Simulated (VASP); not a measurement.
A run of VASP 6.6.1:

The input INCAR:

```
SYSTEM = Al16N15
ALGO     = Normal         ! electronic algorithm
EDIFF    = 1E-5           ! SCF threshold, eV
ENCUT    = 450            ! plane-wave cutoff, eV
GGA      = PS             ! functional
ISIF     = 2              ! what is computed and relaxed
ISMEAR   = 0              ! smearing method
ISPIN    = 2              ! spin polarisation
ISYM     = 0            
KPAR     = 4            
LASPH    = .True.         ! aspherical terms in the spheres
LCHARG   = .False.        ! write CHGCAR
LORBIT   = 11             ! projections on sites
LREAL    = Auto         
LWAVE    = .False.        ! write WAVECAR
MAGMOM   = 0.5 0 0 0 0 0 0 0 0.5 0 0.5 0 0.5 0 0 0 0 0 0 0 0 0 0 0 0 0 0 0 0 0 0 ! initial moments
NELECT   = 122.0        
NELM     = 120            ! most SCF steps
NUPDOWN  = 2              ! fixed moment
PREC     = Accurate       ! precision mode
SIGMA    = 0.03           ! smearing width, eV
```

File KPOINTS:

```
k-points
0
Gamma
  3 3 2
  0 0 0
```

File POSCAR:

```
Al16N15                                 
1.0
    6.2200008610      0.0000000000      0.0000000000
   -3.1100004305      5.3866787572      0.0000000000
    0.0000000000      0.0000000000      9.9600000000
  Al              N             
    16    15
Direct
     0.3324441807220634    0.1670222904460495    0.9902093300071012
     0.3327265494305967    0.1676771483052031    0.5018753515674473
     0.3345407145727990    0.6681962535503366    0.9991702466750835
     0.3340209617225492    0.6685076778840678    0.5009248803988815
     0.8314696820365685    0.1649531523478054    0.9991785303756646
     0.8322679576579348    0.1666362135653104    0.5009762172766137
     0.8312936156436743    0.6681911471845400    0.9991907897432344
     0.8320749221741381    0.6683098851620971    0.5009638449121885
     0.1627057646451379    0.3373535192136727    0.2513589831202123
     0.1658251585741052    0.3344126663944044    0.7495553140228143
     0.1628582866031586    0.8285322413341634    0.2512918411547744
     0.1653434733481828    0.8328610381690433    0.7496489715920203
     0.6720822517041342    0.3375441725069583    0.2514720537961099
     0.6667785160658579    0.3340824447957099    0.7497403419101873
     0.6657610642748373    0.8344299649378926    0.2521673575205755
     0.6661724849799630    0.8340440295217320    0.7495063571443937
     0.3325996733513963    0.1670463059225680    0.6926659230455211
     0.3339298226945201    0.6684389855528833    0.1904533386064916
     0.3321347378730060    0.6670945898330857    0.6914501765325334
     0.8315781919467155    0.1661289712349081    0.1904887806674826
     0.8333038975607228    0.1680307176749841    0.6914779551716163
     0.8317354022770925    0.6685584938951283    0.1904558432626904
     0.8327730226746619    0.6666882938294342    0.6914924471320006
     0.1669525874115358    0.3337401230900012    0.4398521132985050
     0.1657444306719788    0.3340057591334965    0.9430902788073854
     0.1667613062520562    0.8359643529369014    0.4398383530278433
     0.1654418507974028    0.8333084227159828    0.9431010047368388
     0.6645679533053446    0.3336363669876948    0.4399454417326071
     0.6662127600190825    0.3338486910382684    0.9432147224249068
     0.6660712532949563    0.8345245916908898    0.4414990581112244
     0.6657465257138040    0.8338214891447888    0.9406581522250522
```

Potentials or basis: VASP PAW PBE potentials, release 64 (Al, N).

Launch:

```bash
$ cat potpaw_PBE.64/Al/POTCAR potpaw_PBE.64/N/POTCAR > POTCAR
$ mpirun -np 4 vasp_std > vasp.out
```

Hardware: 4 MPI ranks on Intel(R) Xeon(R) 6975P-C (Granite Rapids), on a shared host.

Task: Estimate the wall time of this run.

Result: It took 3.1 min on 4 MPI ranks on Intel(R) Xeon(R) 6975P-C (Granite Rapids) (shared host), peak memory 0.67 GiB a rank. Counts: scf iterations 14, k points 10.
